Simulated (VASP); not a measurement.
Level of theory: PBE GGA, VASP's PBE PAW potentials (set 64) (plane waves; VASP).

The input files of a VASP run:

INCAR:
```
SYSTEM = GeO2
PREC = Accurate
ENCUT = 520
EDIFF = 1E-7
NELM = 100
ALGO = Normal
LREAL = .FALSE.
LASPH = .TRUE.
ISMEAR = -5
GGA = PE
LMAXMIX = 4
LWAVE = .FALSE.
LCHARG = .TRUE.
LORBIT = 11
NEDOS = 601
ISIF = 2
LEFG = .TRUE.
```

**KPOINTS**
```
Automatic mesh
0
G
6 6 9
```

### POSCAR
```
GeO2
4.4860950
  0.9999998902   0.0000000000   0.0000000000
  0.0000000000   0.9999998902   0.0000000000
  0.0000000000   0.0000000000   0.6485446101
Ge O
2 4
Direct
  0.0000000000   1.0000000000   0.0000000000
  0.5000000000   0.5000000000   0.5000000000
  0.3069117064   0.3069117064   1.0000000000
  0.8069117064   0.1930882936   0.5000000000
  0.1930882936   0.8069117064   0.5000000000
  0.6930882936   0.6930882936   0.0000000000
```

POTCAR, in this order: Ge_d O (PBE.64 set). Program: vasp_std.

What VASP printed:

**OSZICAR**
```
       N       E                     dE             d eps       ncg     rms          rms(c)
DAV:   1     0.585825736157E+03    0.58583E+03   -0.26725E+04  4128   0.444E+03
DAV:   2     0.533327095954E+02   -0.53249E+03   -0.51547E+03  3372   0.959E+02
DAV:   3    -0.386076619321E+02   -0.91940E+02   -0.91148E+02  3590   0.231E+02
DAV:   4    -0.436202187574E+02   -0.50126E+01   -0.49964E+01  3654   0.637E+01
DAV:   5    -0.437472935232E+02   -0.12707E+00   -0.12703E+00  3636   0.100E+01    0.143E+01
DAV:   6    -0.384485861339E+02    0.52987E+01   -0.19235E+01  4910   0.848E+01    0.457E+00
DAV:   7    -0.385062682458E+02   -0.57682E-01   -0.15293E+00  3618   0.763E+00    0.276E+00
DAV:   8    -0.384843040403E+02    0.21964E-01   -0.18901E-01  4465   0.564E+00    0.554E-01
DAV:   9    -0.384776371916E+02    0.66668E-02   -0.40266E-02  4932   0.311E+00    0.142E-01
DAV:  10    -0.384780340906E+02   -0.39690E-03   -0.25915E-03  3990   0.426E-01    0.611E-02
DAV:  11    -0.384780675521E+02   -0.33462E-04   -0.14571E-04  4354   0.210E-01    0.178E-02
DAV:  12    -0.384780680989E+02   -0.54672E-06   -0.11767E-05  4444   0.761E-02    0.420E-03
DAV:  13    -0.384780681166E+02   -0.17756E-07   -0.52816E-06  4352   0.183E-02    0.342E-03
DAV:  14    -0.384780677959E+02    0.32071E-06   -0.85962E-07  4265   0.133E-02    0.111E-03
DAV:  15    -0.384780678147E+02   -0.18827E-07   -0.36328E-08  2397   0.158E-03
   1 F= -.38478068E+02 E0= -.38478068E+02  d E =0.000000E+00
```

File OUTCAR:
```
------------------------ aborting loop because EDIFF is reached ----------------------------------------
  FORCE on cell =-STRESS in cart. coord.  units (eV):
  Direction    XX          YY          ZZ          XY          YZ          ZX
  --------------------------------------------------------------------------------------
  Total       -0.0558455     -0.0558455     -0.1013967     -0.0000000      0.0000000      0.0000000
  in kB       -1.5281061     -1.5281061     -2.7745298     -0.0000000      0.0000000      0.0000000
  external PRESSURE =      -1.9435807 kB  Pullay stress =       0.0000000 kB
  volume of cell :       58.55
      direct lattice vectors                 reciprocal lattice vectors
     4.486094507  0.000000000  0.000000000     0.222911042  0.000000000  0.000000000
     0.000000000  4.486094507  0.000000000     0.000000000  0.222911042  0.000000000
     0.000000000  0.000000000  2.909432733     0.000000000  0.000000000  0.343709613
 POSITION                                       TOTAL-FORCE (eV/Angst)
 -----------------------------------------------------------------------------------
      0.00000      0.00000      0.00000        -0.000000      0.000000     -0.000000
      2.24305      2.24305      1.45472        -0.000000      0.000000     -0.000000
      1.37683      1.37683      0.00000         0.013560      0.013560      0.000000
      3.61988      0.86621      1.45472         0.013560     -0.013560     -0.000000
      0.86621      3.61988      1.45472        -0.013560      0.013560     -0.000000
      3.10926      3.10926      0.00000        -0.013560     -0.013560     -0.000000
 -----------------------------------------------------------------------------------
    total drift:                                0.000000      0.000000      0.000000
  FREE ENERGIE OF THE ION-ELECTRON SYSTEM (eV)
  ---------------------------------------------------
  free  energy   TOTEN  =       -38.4780678147 eV

  energy  without entropy=      -38.4780678147  energy(sigma->0) =      -38.47806781

 total charge

# of ion       s       p       d       tot
------------------------------------------
    1        0.900   1.096  10.406  12.403
    2        0.900   1.096  10.406  12.403
    3        1.559   3.529   0.000   5.088
    4        1.559   3.529   0.000   5.088
    5        1.559   3.529   0.000   5.088
    6        1.559   3.529   0.000   5.088
--------------------------------------------------
tot          8.036  16.309  20.813  45.157

 Electric field gradients after diagonalization (V/A^2)
 (convention: |V_zz| > |V_xx| > |V_yy|)
----------------------------------------------------------------------
 ion       V_xx      V_yy      V_zz     asymmetry (V_yy - V_xx)/ V_zz
----------------------------------------------------------------------
   1      36.786     2.827   -39.612       0.857
   2      36.786     2.827   -39.612       0.857
   3      73.261    62.250  -135.511       0.081
   4      73.261    62.250  -135.511       0.081
   5      73.261    62.250  -135.511       0.081
   6      73.261    62.250  -135.511       0.081
```
(Selected blocks of OUTCAR.)

OUTCAR:
```
 val. band max:        5.2543746826   @ k =   0.0000   0.0000   0.0000

 cond. band min:       6.4411590499   @ k =   0.0000   0.0000   0.0000


 Fermi energy:         5.2546721097

 k-point     1 :       0.0000    0.0000    0.0000
  band No.  band energies     occupation
      1     -19.2689      2.00000
      2     -19.0541      2.00000
      3     -18.9334      2.00000
      4     -18.9334      2.00000
      5     -18.9236      2.00000
      6     -18.8722      2.00000
      7     -18.8712      2.00000
      8     -18.8399      2.00000
      9     -18.8259      2.00000
     10     -18.8259      2.00000
     11     -15.4327      2.00000
     12     -12.6405      2.00000
     13     -12.6405      2.00000
     14     -11.9408      2.00000
     15      -4.7521      2.00000
     16       0.0130      2.00000
     17       0.0130      2.00000
     18       0.5557      2.00000
     19       0.9818      2.00000
     20       1.9537      2.00000
     21       2.8469      2.00000
     22       3.2948      2.00000
     23       3.2948      2.00000
     24       4.4621      2.00000
     25       4.4621      2.00000
     26       5.2544      2.00000
     27       6.4412      0.00000
     28      10.7804      0.00000
     29      12.0094      0.00000
     30      12.0094      0.00000
     31      15.2622      0.00000

 k-point     2 :       0.1667    0.0000    0.0000
  band No.  band energies     occupation
      1     -19.2548      2.00000
      2     -19.0673      2.00000
      3     -18.9328      2.00000
      4     -18.9328      2.00000
      5     -18.9219      2.00000
      6     -18.8784      2.00000
      7     -18.8697      2.00000
      8     -18.8417      2.00000
      9     -18.8266      2.00000
     10     -18.8265      2.00000
     11     -15.3136      2.00000
     12     -13.0406      2.00000
     13     -12.5514      2.00000
     14     -11.8016      2.00000
     15      -4.5327      2.00000
     16      -0.6357      2.00000
     17       0.1718      2.00000
...
```

The compound is GeO2 in the rutile structure. It was relaxed first, which changed the volume by +6 %.
